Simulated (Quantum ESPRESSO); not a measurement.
# SnTe (Fm-3m) in Quantum ESPRESSO: a series of runs

Runs on SnTe. Level: r2SCAN. Tasks: single point, equation of state.

Program: Quantum ESPRESSO 7.5. These are calculated values, not measurements. Logs are shortened: lines on timing, memory, paths and dates and some standing lists are left out, and cuts for length are marked.

### 1 The structure

Symmetry: Fm-3m, No. 225, cubic system. The conventional cell has a = 6.302 Å, b = 6.302 Å, c = 6.302 Å, α = 90.00°, β = 90.00°, γ = 90.00°. Te (site symmetry m-3m) has 6 Sn at 3.15 Å as nearest neighbours. Sn (site symmetry m-3m) is surrounded by 6 Te at 3.15 Å.

### 2 Single point, r2SCAN, 29.40 Å³/atom

pw.in

```
&CONTROL
  calculation = 'scf'
  prefix = 'pwscf'
  outdir = './tmp'
  pseudo_dir = './pseudo'
  tstress = .true.
  disk_io = 'nowf'
/
&SYSTEM
  ibrav = 0
  nat = 2
  ntyp = 2
  ecutwfc = 70
  nbnd = 22
  input_dft = 'r2scan'
  occupations = 'smearing'
  smearing = 'fd'
  degauss = 0.00367493
  nosym = .true.
  nr1 = 48
  nr2 = 48
  nr3 = 48
/
&ELECTRONS
  conv_thr = 1d-08
  electron_maxstep = 120
  mixing_beta = 0.5
/
ATOMIC_SPECIES
Te   127.6000 Te_ONCV_PBE-1.2.upf
Sn   118.7100 Sn_ONCV_PBE-1.2.upf
CELL_PARAMETERS angstrom
   0.0000000000    3.0865288906    3.0865288906
   3.0865288906    0.0000000000    3.0865288906
   3.0865288906    3.0865288906    0.0000000000
ATOMIC_POSITIONS crystal
Te     0.5000000000    0.5000000000    0.5000000000
Sn     0.0000000000    0.0000000000    0.0000000000
K_POINTS automatic
5 5 5 0 0 0
```

Potentials or basis: SG15 PBE 1.2.

The run is started by

```console
> OMP_NUM_THREADS=1 mpirun -n 4 pw.x -nk 2 -in pw.in > pw.out
```

pw.out:

```text
This program is part of the open-source Quantum ESPRESSO suite
     for quantum simulation of materials; please cite
         "P. Giannozzi et al., J. Phys.:Condens. Matter 21 395502 (2009);
         "P. Giannozzi et al., J. Phys.:Condens. Matter 29 465901 (2017);
         "P. Giannozzi et al., J. Chem. Phys. 152 154105 (2020);
     in publications or presentations arising from this work. More details at

     IMPORTANT: XC functional enforced from input :
     Exchange-correlation= R2SCAN
                           (   0   0   0   0   0 497 498)
     Any further DFT definition will be discarded
     Please, verify this is what you really want

     K-points division:     npool     =       2
     Subspace diagonalization in iterative solution of the eigenvalue problem:
     a serial algorithm will be used

     --------------------
     sticks:   dense  smooth     PW     G-vecs:    dense   smooth      PW
     Min         650     650    189                15641    15641    2513
     Max         653     653    190                15642    15642    2516
     Sum        1303    1303    379                31283    31283    5029

     Using Slab Decomposition

     bravais-lattice index     =            0
     lattice parameter (alat)  =       8.2487  a.u.
     unit-cell volume          =     396.8603 (a.u.)^3
     number of atoms/cell      =            2
     number of atomic types    =            2
     number of electrons       =        30.00
     number of Kohn-Sham states=           22
     kinetic-energy cutoff     =      70.0000  Ry
     charge density cutoff     =     280.0000  Ry
     scf convergence threshold =      1.0E-08
     mixing beta               =       0.5000
     number of iterations used =            8  plain     mixing
     Exchange-correlation= R2SCAN
                           (   0   0   0   0   0 497 498)

     celldm(1)=   8.248675  celldm(2)=   0.000000  celldm(3)=   0.000000
     celldm(4)=   0.000000  celldm(5)=   0.000000  celldm(6)=   0.000000

     crystal axes: (cart. coord. in units of alat)
               a(1) = (   0.000000   0.707107   0.707107 )
               a(2) = (   0.707107   0.000000   0.707107 )
               a(3) = (   0.707107   0.707107   0.000000 )

     reciprocal axes: (cart. coord. in units 2 pi/alat)
               b(1) = ( -0.707107  0.707107  0.707107 )
               b(2) = (  0.707107 -0.707107  0.707107 )
               b(3) = (  0.707107  0.707107 -0.707107 )

     PseudoPot. # 1 for Te read from file:
     Te_ONCV_PBE-1.2.upf
     Pseudo is Norm-conserving, Zval = 16.0
     Generated using ONCVPSP code by D. R. Hamann
     Using radial grid of  602 points,  6 beta functions with:
                l(1) =   0
                l(2) =   0
                l(3) =   1
                l(4) =   1
                l(5) =   2
                l(6) =   2

     PseudoPot. # 2 for Sn read from file:
     Sn_ONCV_PBE-1.2.upf
     Pseudo is Norm-conserving, Zval = 14.0
     Generated using ONCVPSP code by D. R. Hamann
     Using radial grid of  602 points,  6 beta functions with:
                l(1) =   0
                l(2) =   0
                l(3) =   1
                l(4) =   1
                l(5) =   2
                l(6) =   2

     atomic species   valence    mass     pseudopotential
     Te               16.00   127.60000     Te( 1.00)
     Sn               14.00   118.71000     Sn( 1.00)

     No symmetry found

   Cartesian axes

     site n.     atom                  positions (alat units)
         1        Te     tau(   1) = (   0.7071068   0.7071068   0.7071068  )
         2        Sn     tau(   2) = (   0.0000000   0.0000000   0.0000000  )

     number of k points=    63  Fermi-Dirac smearing, width (Ry)=  0.0037
                       cart. coord. in units 2pi/alat
        k(    1) = (   0.0000000   0.0000000   0.0000000), wk =   0.0160000
        k(    2) = (   0.1414214   0.1414214  -0.1414214), wk =   0.0320000
        k(    3) = (   0.2828427   0.2828427  -0.2828427), wk =   0.0320000
        k(    4) = (   0.1414214  -0.1414214   0.1414214), wk =   0.0320000
        k(    5) = (   0.2828427  -0.0000000   0.0000000), wk =   0.0320000
        k(    6) = (   0.4242641   0.1414214  -0.1414214), wk =   0.0320000
[... 55 lines left out ...]
        k(   62) = (  -0.7071068   0.1414214   0.4242641), wk =   0.0320000
        k(   63) = (  -0.5656854   0.2828427   0.2828427), wk =   0.0320000

     Dense  grid:    31283 G-vectors     FFT dimensions: (  48,  48,  48)

     WARNING: libxc functional with ID  497 depends
      on external parameters: check the user_guide of
      QE if you need to modify them or to check their
      default values.

     WARNING: libxc functional with ID  498 depends
      on external parameters: check the user_guide of
      QE if you need to modify them or to check their
      default values.

     Initial potential from superposition of free atoms

     starting charge      29.8745, renormalised to      30.0000
     Starting wfcs are random

     Self-consistent Calculation

     iteration #  1     ecut=    70.00 Ry     beta= 0.50
     Davidson diagonalization with overlap
     ethr =  1.00E-02,  avg # of iterations =  8.8

     total energy              =    -293.68469771 Ry
     estimated scf accuracy    <      58.27695968 Ry

     iteration #  2     ecut=    70.00 Ry     beta= 0.50
     Davidson diagonalization with overlap
     ethr =  1.00E-02,  avg # of iterations =  1.0

     total energy              =    -293.88828333 Ry
     estimated scf accuracy    <      17.00952539 Ry

     iteration #  3     ecut=    70.00 Ry     beta= 0.50
     Davidson diagonalization with overlap
     ethr =  1.00E-02,  avg # of iterations =  1.0
[... 22 lines left out ...]
     total energy              =    -293.89812743 Ry
     estimated scf accuracy    <       0.00000185 Ry

     iteration #  7     ecut=    70.00 Ry     beta= 0.50
     Davidson diagonalization with overlap
     ethr =  6.15E-09,  avg # of iterations =  2.0

     total energy              =    -293.89812759 Ry
     estimated scf accuracy    <       0.00000130 Ry

     iteration #  8     ecut=    70.00 Ry     beta= 0.50
     Davidson diagonalization with overlap
     ethr =  4.34E-09,  avg # of iterations =  1.0

     End of self-consistent calculation

          k = 0.0000 0.0000 0.0000 (  3839 PWs)   bands (ev):

   -24.9736 -24.9736 -24.9615 -24.9615 -24.9615  -9.9966  -9.9966  -9.9840
    -9.9840  -9.9840  -2.1119   7.0174   9.3357   9.3357   9.3357  15.4968
    15.4968  15.4968  17.2152  17.2152  17.2152  19.3144

          k = 0.1414 0.1414-0.1414 (  3900 PWs)   bands (ev):

   -24.9734 -24.9734 -24.9613 -24.9610 -24.9610 -10.0004 -10.0004  -9.9834
    -9.9808  -9.9808  -1.7419   5.2255   9.4251   9.4251  10.5499  14.0298
    14.0298  14.1448  17.2725  18.0823  18.0823  21.9560

          k = 0.2828 0.2828-0.2828 (  3915 PWs)   bands (ev):

   -24.9732 -24.9732 -24.9609 -24.9603 -24.9603 -10.0072 -10.0072  -9.9826
    -9.9749  -9.9749  -0.8731   3.0977   9.6913   9.6913  11.5594  12.4619
    12.4619  12.5656  19.2605  20.4290  20.4290  22.8280

          k = 0.1414-0.1414 0.1414 (  3900 PWs)   bands (ev):

   -24.9734 -24.9734 -24.9612 -24.9610 -24.9610 -10.0004 -10.0004  -9.9834
    -9.9808  -9.9808  -1.7419   5.2255   9.4251   9.4251  10.5499  14.0298
    14.0298  14.1448  17.2725  18.0823  18.0823  21.9504

          k = 0.2828-0.0000 0.0000 (  3931 PWs)   bands (ev):

   -24.9736 -24.9733 -24.9617 -24.9607 -24.9607 -10.0085  -9.9942  -9.9861
    -9.9787  -9.9787  -1.6194   5.3815   8.6229   8.6229  10.5997  13.1483
    15.6453  15.8399  15.8399  19.3619  19.3619  20.1246

          k = 0.4243 0.1414-0.1414 (  3917 PWs)   bands (ev):

   -24.9736 -24.9730 -24.9614 -24.9601 -24.9600 -10.0166  -9.9977  -9.9849
    -9.9750  -9.9731  -0.9023   3.9077   8.3062   8.4519   9.3329  14.4284
    14.8448  15.2459  16.2865  21.2489  21.5932  22.4770

          k =-0.1414-0.4243 0.4243 (  3938 PWs)   bands (ev):

   -24.9735 -24.9730 -24.9607 -24.9602 -24.9600 -10.0137 -10.0049  -9.9803
    -9.9758  -9.9730  -0.4771   3.0819   7.4671   9.0655  10.1291  13.3168
    13.6660  15.9115  18.8080  19.6520  20.3843  23.5232

          k = 0.0000-0.2828 0.2828 (  3917 PWs)   bands (ev):

   -24.9733 -24.9732 -24.9610 -24.9606 -24.9604 -10.0061 -10.0039  -9.9820
    -9.9782  -9.9766  -1.1864   4.1250   7.8272   9.9326  11.4697  12.5543
    12.5907  15.9536  17.7399  18.3599  20.9356  21.3868

          k = 0.2828-0.2828 0.2828 (  3915 PWs)   bands (ev):
[... 29 lines left out ...]
          k =-0.1414 0.1414 0.1414 (  3900 PWs)   bands (ev):

   -24.9734 -24.9734 -24.9612 -24.9610 -24.9610 -10.0004 -10.0004  -9.9834
    -9.9808  -9.9808  -1.7419   5.2255   9.4251   9.4251  10.5499  14.0298
    14.0298  14.1448  17.2725  18.0823  18.0823  21.9284

          k =-0.0000 0.2828 0.0000 (  3931 PWs)   bands (ev):

   -24.9736 -24.9733 -24.9617 -24.9607 -24.9607 -10.0085  -9.9942  -9.9861
    -9.9787  -9.9787  -1.6194   5.3815   8.6229   8.6229  10.5997  13.1483
    15.6453  15.8399  15.8399  19.3619  19.3619  20.1246

          k = 0.1414 0.4243-0.1414 (  3917 PWs)   bands (ev):

   -24.9736 -24.9730 -24.9614 -24.9601 -24.9600 -10.0166  -9.9977  -9.9849
    -9.9750  -9.9731  -0.9023   3.9077   8.3062   8.4519   9.3329  14.4284
    14.8448  15.2459  16.2865  21.2489  21.5932  22.4770

          k =-0.4243-0.1414 0.4243 (  3938 PWs)   bands (ev):

   -24.9735 -24.9730 -24.9607 -24.9602 -24.9600 -10.0137 -10.0049  -9.9803
    -9.9758  -9.9730  -0.4771   3.0819   7.4671   9.0655  10.1291  13.3168
    13.6660  15.9115  18.8080  19.6520  20.3843  23.5232

          k =-0.2828 0.0000 0.2828 (  3917 PWs)   bands (ev):

   -24.9733 -24.9732 -24.9610 -24.9606 -24.9604 -10.0061 -10.0039  -9.9820
    -9.9782  -9.9766  -1.1864   4.1250   7.8272   9.9326  11.4697  12.5543
    12.5907  15.9536  17.7399  18.3599  20.9355  21.3868

          k = 0.0000-0.0000 0.2828 (  3931 PWs)   bands (ev):
[... 89 lines left out ...]
          k =-0.2828 0.2828 0.0000 (  3917 PWs)   bands (ev):

   -24.9733 -24.9732 -24.9610 -24.9606 -24.9604 -10.0061 -10.0039  -9.9820
    -9.9782  -9.9766  -1.1864   4.1250   7.8272   9.9326  11.4698  12.5543
    12.5907  15.9536  17.7399  18.3599  20.9355  21.3868

          k =-0.1414 0.4243-0.1414 (  3917 PWs)   bands (ev):

   -24.9736 -24.9730 -24.9614 -24.9601 -24.9600 -10.0166  -9.9977  -9.9849
    -9.9750  -9.9731  -0.9023   3.9077   8.3062   8.4519   9.3329  14.4284
    14.8448  15.2459  16.2865  21.2489  21.5933  22.4771

          k = 0.0000 0.5657-0.2828 (  3919 PWs)   bands (ev):

   -24.9738 -24.9728 -24.9611 -24.9602 -24.9594 -10.0213  -9.9994  -9.9824
    -9.9757  -9.9694  -0.3355   3.6668   6.8833   7.0091  10.4388  13.1362
    16.2900  16.7540  17.8420  19.4378  22.5702  22.7289

          k =-0.5657-0.0000 0.2828 (  3919 PWs)   bands (ev):

   -24.9738 -24.9728 -24.9611 -24.9602 -24.9594 -10.0213  -9.9994  -9.9824
    -9.9757  -9.9694  -0.3355   3.6668   6.8833   7.0091  10.4388  13.1362
    16.2900  16.7540  17.8420  19.4378  22.5702  22.7289

          k =-0.4243 0.1414 0.1414 (  3917 PWs)   bands (ev):

   -24.9736 -24.9730 -24.9614 -24.9601 -24.9600 -10.0166  -9.9977  -9.9849
    -9.9750  -9.9731  -0.9023   3.9077   8.3062   8.4519   9.3329  14.4284
    14.8448  15.2459  16.2865  21.2489  21.5932  22.4770

          k =-0.2828 0.2828 0.2828 (  3915 PWs)   bands (ev):
[... 137 lines left out ...]
          k =-0.7071 0.1414 0.4243 (  3919 PWs)   bands (ev):

   -24.9738 -24.9728 -24.9611 -24.9602 -24.9594 -10.0213  -9.9994  -9.9824
    -9.9757  -9.9694  -0.3355   3.6668   6.8833   7.0091  10.4388  13.1362
    16.2900  16.7540  17.8419  19.4378  22.5702  22.7289

          k =-0.5657 0.2828 0.2828 (  3938 PWs)   bands (ev):

   -24.9735 -24.9730 -24.9607 -24.9602 -24.9600 -10.0137 -10.0049  -9.9803
    -9.9758  -9.9730  -0.4771   3.0819   7.4671   9.0655  10.1291  13.3168
    13.6660  15.9115  18.8080  19.6520  20.3843  23.5232

     the Fermi energy is    11.9936 ev

!    total energy              =    -293.89812761 Ry
     estimated scf accuracy    <          8.6E-09 Ry
     smearing contrib. (-TS)   =      -0.00000207 Ry
     internal energy E=F+TS    =    -293.89812553 Ry

     The total energy is F=E-TS. E is the sum of the following terms:
     one-electron contribution =    -107.74709767 Ry
     hartree contribution      =      65.12320392 Ry
     xc contribution           =     -31.77378590 Ry
     ewald contribution        =    -219.50044589 Ry

     convergence has been achieved in   8 iterations

     Computing stress (Cartesian axis) and pressure

          total   stress  (Ry/bohr**3)                   (kbar)     P=       41.20
   0.00028008  -0.00000001   0.00000000           41.20       -0.00        0.00
  -0.00000001   0.00028007   0.00000001           -0.00       41.20        0.00
   0.00000000   0.00000001   0.00028003            0.00        0.00       41.19

=------------------------------------------------------------------------------=
   JOB DONE.
=------------------------------------------------------------------------------=
```

Run time: 70 s. Hardware: 4 MPI ranks of Arm Neoverse V2, shared host; peak memory 0.36 GiB.

What came out:

- Free energy: -3998.6877 eV
- Pressure: 4.1 GPa

Caveat: the potentials were made for another functional, which shifts forces and pressure; this odd mesh misses L, where the gap lies, so gap, dielectric constants and Born charges aren't listed.

### 3 Single point, r2SCAN, 30.03 Å³/atom

pw.in, as its differences from that of step 2:

```diff
@@ -32,5 +32,5 @@
 CELL_PARAMETERS angstrom
-   0.0000000000    3.0865288906    3.0865288906
-   3.0865288906    0.0000000000    3.0865288906
-   3.0865288906    3.0865288906    0.0000000000
+   0.0000000000    3.1082657258    3.1082657258
+   3.1082657258    0.0000000000    3.1082657258
+   3.1082657258    3.1082657258    0.0000000000
 ATOMIC_POSITIONS crystal
```

Potentials or basis: SG15 PBE 1.2.

The run is started by

```console
> OMP_NUM_THREADS=1 mpirun -n 4 pw.x -nk 2 -in pw.in > pw.out
```

It took 82 s on 4 MPI ranks of Arm Neoverse V2, shared host; peak memory 0.36 GiB.

Results (log left out):

```yaml
Free_energy: -3998.7151 eV
Pressure: 2.9 GPa
```

Caveat: the potentials were made for another functional, which shifts forces and pressure; this odd mesh misses L, where the gap lies, so gap, dielectric constants and Born charges aren't listed.

### 4 Single point, r2SCAN, 30.66 Å³/atom

pw.in, as its differences from that of step 3:

```diff
@@ -32,5 +32,5 @@
 CELL_PARAMETERS angstrom
-   0.0000000000    3.1082657258    3.1082657258
-   3.1082657258    0.0000000000    3.1082657258
-   3.1082657258    3.1082657258    0.0000000000
+   0.0000000000    3.1297027185    3.1297027185
+   3.1297027185    0.0000000000    3.1297027185
+   3.1297027185    3.1297027185    0.0000000000
 ATOMIC_POSITIONS crystal
```

The run is started by

```console
> OMP_NUM_THREADS=1 mpirun -n 4 pw.x -nk 2 -in pw.in > pw.out
```

It took 81 s on 4 MPI ranks of Arm Neoverse V2, shared host; peak memory 0.36 GiB.

Results (log left out):

* Free energy: -3998.7332 eV
* Pressure: 1.8 GPa

Caveat: the potentials were made for another functional, which shifts forces and pressure; this odd mesh misses L, where the gap lies, so gap, dielectric constants and Born charges aren't listed.

### 5 Single point, r2SCAN, 31.28 Å³/atom

pw.in, as its differences from that of step 4:

```diff
@@ -32,5 +32,5 @@
 CELL_PARAMETERS angstrom
-   0.0000000000    3.1297027185    3.1297027185
-   3.1297027185    0.0000000000    3.1297027185
-   3.1297027185    3.1297027185    0.0000000000
+   0.0000000000    3.1508500000    3.1508500000
+   3.1508500000    0.0000000000    3.1508500000
+   3.1508500000    3.1508500000    0.0000000000
 ATOMIC_POSITIONS crystal
```

The run is started by

```console
> OMP_NUM_THREADS=1 mpirun -n 4 pw.x -nk 2 -in pw.in > pw.out
```

It took 82 s on 4 MPI ranks of Arm Neoverse V2, shared host; peak memory 0.36 GiB.

The run converged. Its results:

- Free energy: -3998.7432 eV
- Pressure: 0.8 GPa

Caveat: the potentials were made for another functional, which shifts forces and pressure; this odd mesh misses L, where the gap lies, so gap, dielectric constants and Born charges aren't listed.

### 6 Single point, r2SCAN, 31.91 Å³/atom

pw.in, as its differences from that of step 5:

```diff
@@ -32,5 +32,5 @@
 CELL_PARAMETERS angstrom
-   0.0000000000    3.1508500000    3.1508500000
-   3.1508500000    0.0000000000    3.1508500000
-   3.1508500000    3.1508500000    0.0000000000
+   0.0000000000    3.1717171644    3.1717171644
+   3.1717171644    0.0000000000    3.1717171644
+   3.1717171644    3.1717171644    0.0000000000
 ATOMIC_POSITIONS crystal
```

Potentials or basis: SG15 PBE 1.2.

The run is started by

```console
> OMP_NUM_THREADS=1 mpirun -n 4 pw.x -nk 2 -in pw.in > pw.out
```

It took 77 s on 4 MPI ranks of Arm Neoverse V2, shared host; peak memory 0.36 GiB.

Results (log left out):

| Property | Result |
| --- | --- |
| Free energy | -3998.7457 eV |
| Pressure | -0.1 GPa |

Caveat: the potentials were made for another functional, which shifts forces and pressure; this odd mesh misses L, where the gap lies, so gap, dielectric constants and Born charges aren't listed.

### 7 Single point, r2SCAN, 32.53 Å³/atom

pw.in, as its differences from that of step 6:

```diff
@@ -32,5 +32,5 @@
 CELL_PARAMETERS angstrom
-   0.0000000000    3.1717171644    3.1717171644
-   3.1717171644    0.0000000000    3.1717171644
-   3.1717171644    3.1717171644    0.0000000000
+   0.0000000000    3.1923133075    3.1923133075
+   3.1923133075    0.0000000000    3.1923133075
+   3.1923133075    3.1923133075    0.0000000000
 ATOMIC_POSITIONS crystal
```

The run is started by

```console
> OMP_NUM_THREADS=1 mpirun -n 4 pw.x -nk 2 -in pw.in > pw.out
```

It took 79 s on 4 MPI ranks of Arm Neoverse V2, shared host; peak memory 0.36 GiB.

It converged, with:

```yaml
Free_energy: -3998.7414 eV
Pressure: -1.0 GPa
```

Caveat: the potentials were made for another functional, which shifts forces and pressure; this odd mesh misses L, where the gap lies, so gap, dielectric constants and Born charges aren't listed.

### 8 Single point, r2SCAN, 33.16 Å³/atom

pw.in, as its differences from that of step 7:

```diff
@@ -32,5 +32,5 @@
 CELL_PARAMETERS angstrom
-   0.0000000000    3.1923133075    3.1923133075
-   3.1923133075    0.0000000000    3.1923133075
-   3.1923133075    3.1923133075    0.0000000000
+   0.0000000000    3.2126470615    3.2126470615
+   3.2126470615    0.0000000000    3.2126470615
+   3.2126470615    3.2126470615    0.0000000000
 ATOMIC_POSITIONS crystal
```

The run is started by

```console
> OMP_NUM_THREADS=1 mpirun -n 4 pw.x -nk 2 -in pw.in > pw.out
```

Run time: 80 s. Hardware: 4 MPI ranks of Arm Neoverse V2, shared host; peak memory 0.36 GiB.

Results (log left out):

| Item | Value |
| --- | --- |
| Free energy | -3998.7309 eV |
| Pressure | -1.7 GPa |

Caveat: the potentials were made for another functional, which shifts forces and pressure; this odd mesh misses L, where the gap lies, so gap, dielectric constants and Born charges aren't listed.

### 9 Equation of state, r2SCAN

Potentials or basis: SG15 PBE 1.2.

This step only gathers the single runs of the series.

Results:

- Equilibrium volume: 31.81 Å³/atom
- Bulk modulus: 45 GPa
- Pressure derivative of the bulk modulus: 4.0

Energy against volume, from the lowest point:
| volume (Å³/atom) | energy (meV/atom) |
| --- | --- |
| 29.404 | 28.96 |
| 30.030 | 15.30 |
| 30.656 | 6.21 |
| 31.281 | 1.24 |
| 31.907 | 0.00 |
| 32.532 | 2.14 |
| 33.158 | 7.36 |

Caveat: the potentials were made for another functional, which shifts forces and pressure; this odd mesh misses L, where the gap lies, so gap, dielectric constants and Born charges aren't listed.
